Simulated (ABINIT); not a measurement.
## Pd: single point with PBE

Pd:

```
Pd
1.0
     2.78367    0.00000    0.00000
    -1.39183    2.41072    0.00000
     0.00000    0.00000    4.62889
Pd
2
Cartesian
  0.0000 1.6071 1.1572
  1.3918 0.8036 3.4717
```

This isn't the form of Pd at room conditions, which is fcc.

```
Program             : ABINIT 10.8.3 (patched build)
Task                : single point
Functional          : PBE
Potentials or basis : SG15 NC PBE v1.2
Cutoff              : 707 eV
k mesh              : 11 × 11 × 6
Occupations         : fermi-dirac, width 0.05 eV
Spin                : no spin polarisation
```

```
Pressure                                              : -1.6 GPa
Band gap on the k mesh                                : none (metal or under the smearing width)
Valence electrons inside the program's atomic spheres : Pd 15.24 (radii [1.0584] Å)
```

Stress tensor (GPa, compression positive):
```
-1.67  0.00  0.00
 0.00 -1.67  0.00
 0.00  0.00 -1.44
```

Levels at points of the mesh, in eV from the Fermi level:
| k point | band 14 | band 15 | band 16 | band 17 | band 18 | band 19 | band 20 | band 21 | band 22 |
| --- | --- | --- | --- | --- | --- | --- | --- | --- | --- |
| (0.00, 0.00, 0.00) | -2.20 | -2.20 | -1.56 | -1.56 | -0.23 | -0.23 | 0.98 | 6.64 | 17.25 |
| (0.00, 0.00, 0.50) | -2.57 | -2.57 | -2.57 | -0.66 | -0.66 | -0.66 | -0.66 | 13.74 | 13.74 |

Wall time 44 s on 1 thread of Arm Neoverse V2, with other jobs on the host, peak memory 0.08 GiB.
